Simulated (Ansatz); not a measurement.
# TePb: the cost of one run

Program: Ansatz 0.2.0. Level of theory: DFT PBEsol, all-electron LAPW, scalar-relativistic unless said. These are calculated values, not measurements.

2 further runs of the same task are left out: 2 set aside as unsound or not needed.

## (1) The starting structure

The structure is cubic, space group Fm-3m (No. 225). The conventional cell has a = 6.443 Å, b = 6.443 Å, c = 6.443 Å, α = 90.00°, β = 90.00°, γ = 90.00°. Around Te (site symmetry m-3m) lie 6 Pb at 3.22 Å. Pb (site symmetry m-3m) has 6 Te at 3.22 Å as nearest neighbours.

Structure file:

```cif
data_structure
_symmetry_space_group_name_H-M 'P 1'
_symmetry_Int_Tables_number 1
_cell_length_a 4.5557
_cell_length_b 4.5557
_cell_length_c 4.5557
_cell_angle_alpha 60.000
_cell_angle_beta 60.000
_cell_angle_gamma 60.000
_cell_volume 66.86
loop_
_atom_site_label
_atom_site_type_symbol
_atom_site_fract_x
_atom_site_fract_y
_atom_site_fract_z
_atom_site_occupancy
Te1 Te 0.50000 0.50000 0.50000 1
Pb1 Pb 0.00000 0.00000 0.00000 1
```

Cartesian axes are those of the input's lattice vectors. The structure goes back to a database entry.

## (2) Reference run, LAPW

input.yaml reads:

```yaml
crystal:
  lattice:
    - [0.0, 3.22133379504, 3.22133379504]
    - [3.22133379504, 0.0, 3.22133379504]
    - [3.22133379504, 3.22133379504, 0.0]
  atoms:
    - { symbol: Te, position: [0.5, 0.5, 0.5] }
    - { symbol: Pb, position: [0.0, 0.0, 0.0] }
kpoints:
  mp_grid: { grid: [6, 6, 6] }
scf:
  occupations: { method: fixed }
hamiltonian:
  xc: pbesol
  pseudopotentials: { kind: all_electron, lapw: { basis_error: 0.0005 } }
phonons:
  qmesh: [2, 2, 2]
  qpath:
    path:
      - [0.0, 0.0, 0.0]
      - [0.5, 0.0, 0.5]
      - [0.625, 0.25, 0.625]
      - [0.375, 0.375, 0.75]
      - [0.0, 0.0, 0.0]
      - [0.5, 0.5, 0.5]
      - [0.5, 0.25, 0.75]
      - [0.5, 0.0, 0.5]
    npoints: 6
  temperatures: { t_min: 0, t_max: 1000, t_step: 100 }
```

Command:

```console
> ansatz run input.yaml --threads 1 --pin off --max-ram 3072MiB --backend cpu --events-out ev --progress --plain --runs-dir out
```

**Question.** How long does this run take on 1 thread of Intel Xeon 6975P-C (Granite Rapids), shared host, and how much memory does it need?

About 3 min, with a peak of 0.66 GiB.
